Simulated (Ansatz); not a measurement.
Ti under changes of volume

One of the cells (17.636 Å³/atom); the others are scaled copies at fixed shape and fractional positions:

```
Ti
1.0
     2.95000    0.00000    0.00000
    -1.47500    2.55477    0.00000
     0.00000    0.00000    4.68000
Ti
2
Direct
  0.66667 0.33333 0.75000
  0.33333 0.66667 0.25000
```

- Program: Ansatz 0.2.0
- Functional: PBEsol0
- Potentials or basis: Ansatz PAW
- Cutoff: 420 eV (not typed: the program's choice for these potentials)
- k mesh: 5 × 5 × 3
- Occupations: fermi-dirac, width 0.05 eV
- Spin: no spin polarisation

```csv
volume (Å³/atom),energy over the lowest point (meV/atom),pressure (GPa)
16.577,0.00,0.6
16.930,1.90,-2.2
17.283,9.67,-4.8
17.636,22.77,-7.1
17.988,40.70,-9.2
18.341,63.01,-11.1
18.694,?,?
```

Question: What does the run at 18.694 Å³/atom give?

Answer: Energy over the lowest point 89.31 meV/atom; pressure -12.8 GPa.

Worked out: A Birch-Murnaghan fit of order 3 (a polynomial in V^(-2/3)) to the other rows has its minimum at 16.65 Å³/atom with B0 = V·E''(V) = 136 GPa and B' = 3.7 at fixed shape and positions, which overstates the stiffness. It gives 89.33 meV/atom at 18.694 Å³/atom, against the run's 89.31, and -dE/dV = -12.8 GPa, against -12.8.

Energies are extrapolated to zero smearing.

Caveats: all runs use coarse meshes; the PAW data sets come from PBE, with cores solved anew for the run's functional, which leaves a small shift of forces and pressure; the thresholds are loose for stress.
